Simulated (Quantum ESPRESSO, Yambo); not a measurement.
Planning a run of Yambo 5.3.0 on AgBr (Bromargyrite). The input:

```
optics
bss
bse
em1s
dipoles
rim_cut
RandQpts= 1000000
RandGvec= 1 RL
Chimod= "HARTREE"
BSKmod= "SEX"
BSEmod= "coupling"
BSSmod= "d"
BSENGexx= 30 Ry
BSENGBlk= 6 Ry
% BSEQptR
 1 | 1 |
%
% BSEBands
 11 | 22 |
%
% BEnRange
 0 | 8 | eV
%
% BDmRange
 0.1 | 0.1 | eV
%
BEnSteps= 161
% BLongDir
 1 | 0 | 0 |
%
% BndsRnXs
 1 | 111 |
%
NGsBlkXs= 6 Ry
% LongDrXs
 1 | 1 | 1 |
%
% KfnQP_E
 1.919 | 1.0 | 1.0 |
%
WRbsWF
```

```sh
OMP_NUM_THREADS=1 mpirun -n 4 yambo -F bse5.in -J bse5,bse3_W -C bse5 > bse5.log
```

The stored states that it reads are on a 4×4×4 mesh. It takes space group Fm-3m (No. 225, cubic). The conventional cell has a = 5.775 Å, b = 5.775 Å, c = 5.775 Å, α = 90.00°, β = 90.00°, γ = 90.00°. Nearest to Ag lie 6 Br at 2.89 Å. Br has 6 Ag at 2.89 Å nearest. Farther neighbours and most contacts between anions are not listed.

**Question.** Estimate wall time and host memory on 4 MPI ranks of Intel Xeon 6975P-C (Granite Rapids), shared host.

It took 6.1 min; on shared hardware allow 3.1 min to 12 min. Peak host memory was 5.2 GiB.

The kernel grows as the square of the matrix size, and full diagonalisation as its cube.

[Paths, hosts, dates, memory and timing lines, banners, echoed tables and standing remarks are left out of the program output.]

[Logs are printed without paths, hosts, clocks, repeated set-up lines and the standing remarks that a program may print on its own settings, such as how far it seeks lower states.]

[Runs of the session that timed out or met a known fault of the program may be left out.]

[Hosts, paths, dates, database ids (printed as entryN), source tags and the programs' standing remarks are cut or masked in the printed files.]
